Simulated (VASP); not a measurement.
## Te: single point with HSE06

The system is Te.

```xyz
3
Lattice="4.3046 0.0000 0.0000 -2.1523 3.7279 0.0000 0.0000 0.0000 5.9515" Properties=species:S:1:pos:R:3 pbc="T T T"
Te    1.1974    0.0000    1.9838
Te    3.7059    1.0370    3.9676
Te    1.5536    2.6909    0.0000
```

The cell was built by a generator and needn't be a form met in nature.

```json
{
  "Program": "VASP 6.6.1",
  "Task": "single point",
  "Functional": "HSE06",
  "Potentials or basis": "VASP PAW PBE potentials, release 64 (Te)",
  "Cutoff": "300 eV",
  "k mesh": "3 × 3 × 2",
  "Occupations": "gaussian, width 0.01 eV",
  "Spin": "non-collinear spin, zero start, spin-orbit coupling",
  "Starting moments": "[[0.0, 0.0, 0.0], [0.0, 0.0, 0.0], [0.0, 0.0, 0.0]] μB",
  "Pressure (GPa)": "3",
  "Geometry from": "r2SCAN",
  "Grid for exact exchange (PRECFOCK)": "Fast",
  "Screening parameter": "0.2 1/A",
  "Further INCAR settings": "ALGO = Normal; EDIFF = 1e-07; NBANDS = 31"
}
```

* Pressure: 1.9 GPa
* Largest force: 0.536 eV/Å
* Net moment: 0.00 μB per cell
* Valence electrons inside the program's atomic spheres: Te 3.38

Forces on the atoms (eV/Å):
```
Te  -0.536  0.000  0.000
Te   0.268 -0.464  0.000
Te   0.268  0.464  0.000
```

Stress tensor (GPa, compression positive):
```
2.59 0.00 0.00
0.00 2.59 0.00
0.00 0.00 0.59
```

Moments on the atoms (μB; x, y, z):
```
Te  0.00 0.00 0.00
Te  0.00 0.00 0.00
Te  0.00 0.00 0.00
```

Wall time 4.6 min on 1 thread of Intel(R) Xeon(R) 6975P-C (Granite Rapids), with other jobs on the host, peak memory 0.33 GiB.

Caveat: the k mesh is coarse (spacing up to 0.56 Å⁻¹), so the values aren't converged, least of all with exact exchange; the PAW data sets were made with another functional, which shifts forces and pressure a little.
